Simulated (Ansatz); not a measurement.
S at several levels of theory

One geometry, relaxed with PBE+D3(BJ), and single points on it; plane waves with PAW potentials in Ansatz, scalar-relativistic unless the row names spin-orbit coupling. No spin polarisation. Meshes are on the primitive cell of 9 atoms. Gaps are the least over mesh and band path; pressure is positive in compression. Smearing is Gaussian, 0.02 eV. Rows that don't name D3 lack it, which shows in their pressure.

```cif
data_structure
_symmetry_space_group_name_H-M 'P3_221'
_symmetry_Int_Tables_number 154
_cell_length_a 7.4551
_cell_length_b 7.4551
_cell_length_c 4.3787
_cell_angle_alpha 90.000
_cell_angle_beta 90.000
_cell_angle_gamma 120.000
_cell_volume 210.76
loop_
_atom_site_label
_atom_site_type_symbol
_atom_site_symmetry_multiplicity
_atom_site_Wyckoff_symbol
_atom_site_fract_x
_atom_site_fract_y
_atom_site_fract_z
_atom_site_occupancy
S1 S 3 b 0.11504 0.11504 0.50000 1
S2 S 6 c 0.45527 0.68515 0.73867 1
```

```csv
level,cutoff (eV),k mesh,gap (eV),pressure (GPa),rough cost with bands (core-min)
PBE+D3(BJ),420,6×6×6,1.83,0.0,5
```

Q: What do r2SCAN, PBEsol give on the same cell?

A:
```json
{"level": "r2SCAN", "cutoff (eV)": "500", "k mesh": "6×6×6", "gap (eV)": "2.09", "pressure (GPa)": "0.3", "rough cost with bands (core-min)": "7"}
{"level": "PBEsol", "cutoff (eV)": "420", "k mesh": "6×6×6", "gap (eV)": "1.75", "pressure (GPa)": "-0.4", "rough cost with bands (core-min)": "5"}
```

This form isn't the element's structure at ambient conditions.